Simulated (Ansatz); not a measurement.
The system is InP.

```xyz
2
Lattice="0.0000 2.7688 2.7688 2.7688 0.0000 2.7688 2.7688 2.7688 0.0000" Properties=species:S:1:pos:R:3 pbc="T T T"
In    0.0000    0.0000    0.0000
P     2.7688    2.7688    2.7688
```

Measurements of this composition are mostly on another form, of space group No. 216.

| Quantity | Value |
| --- | --- |
| Program | Ansatz 0.2.0 |
| Task | relaxation of cell and atoms |
| Functional | PBEsol |
| Dispersion | D4 |
| Potentials or basis | Ansatz PAW |
| Cutoff | 420 eV (not typed: the program's choice for these potentials) |
| k mesh | 8 × 8 × 8 |
| Occupations | fermi-dirac, width 0.05 eV |
| Spin | no spin polarisation |

At the start: volume 21.23 Å³/atom.

Q: How do energy, volume and symmetry change on relaxing?

A: It ends after 6 steps and the volume is 19.88 Å³/atom (-6.3 %); space group Fm-3m (No. 225, to 0.05 Å).

Step by step:
```tsv
step	energy change (eV)	largest force (eV/Å)	volume (Å³)
1	0.0000	0.0000	42.45
2	-0.0169	0.0000	37.83
3	-0.0452	0.0000	40.02
4	-0.0456	0.0000	39.79
5	-0.0457	0.0000	39.77
6	-0.0450	0.0000	39.77
```

Final structure:
```
In P
1.0
     0.00000    2.70914    2.70914
     2.70914    0.00000    2.70914
     2.70914    2.70914    0.00000
In P
1 1
Direct
  0.00000 0.00000 0.00000
  0.50000 0.50000 0.50000
```

Caveat: the plane-wave basis is chosen anew once the cell has moved, so the energies of steps on either side of that aren't comparable; pairwise dispersion overbinds metals, which lowers pressure and volume; the PAW data sets come from PBE, with cores solved anew for the run's functional, which leaves a small shift of forces and pressure.
